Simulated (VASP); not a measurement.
A run of VASP 6.6.1 is set up as follows.

File POSCAR:

```
Te2Pt
1.0
    4.0381735148      0.0000000000      0.0000000000
   -2.0190867574      3.4971608487      0.0000000000
    0.0000000000      0.0000000000      5.3109405973
Te Pt
2 1
Direct
    0.3333333333      0.6666666667      0.2568471022
    0.6666666667      0.3333333333      0.7431528978
    0.0000000000      0.0000000000      0.0000000000
```

INCAR.step1

```
  PREC = Accurate
  ENCUT = 520
  EDIFF = 1E-5
  ISMEAR = -1
  SIGMA = 0.02
  LREAL = False
  LASPH = True
  NELM = 100
  ALGO = Normal
  ISIF = 2
  LWAVE = True
  LCHARG = False
  GGA = PE
  NBANDS = 18
```

The input INCAR.step2:

```
  PREC = Accurate
  ENCUT = 520
  EDIFF = 1E-7
  ISMEAR = -1
  SIGMA = 0.02
  LREAL = False
  LASPH = True
  NELM = 100
  ALGO = Normal
  ISIF = 2
  LWAVE = False
  LCHARG = False
  GGA = PE
  LHFCALC = True
  HFSCREEN = 0.2079
  PRECFOCK = Normal
  ISTART = 1
  NBANDS = 18
```

Contents of KPOINTS:

```
regular mesh
0
Gamma
  6 6 2
```

Potentials or basis: VASP PAW PBE potentials, release 64 (Te, Pt).

Command:

```console
$ cat potpaw_PBE.64/Te/POTCAR potpaw_PBE.64/Pt/POTCAR > POTCAR
$ cp INCAR.step1 INCAR
$ mpirun -np 1 vasp_std > vasp.out
$ cp INCAR.step2 INCAR
$ mpirun -np 1 vasp_std > vasp.out
```

**Question.** Predict the band gap on the k mesh.

**Answer.** None (metal or under the smearing width).

**Question.** What does it give for the pressure?

**Answer.** -0.9 GPa.

**Question.** What does it give for the largest force?

**Answer.** 0.319 eV/Å.

Forces on the atoms (eV/Å):
```
Te   0.000  0.000 -0.319
Te   0.000  0.000  0.319
Pt   0.000  0.000  0.000
```

Caveat: the k mesh is coarse (spacing up to 0.59 Å⁻¹), so the values aren't converged, least of all with exact exchange; the PAW data sets were made with another functional, which shifts forces and pressure a little. The run has no spin-orbit coupling, so splittings on Pt, Te are missing.
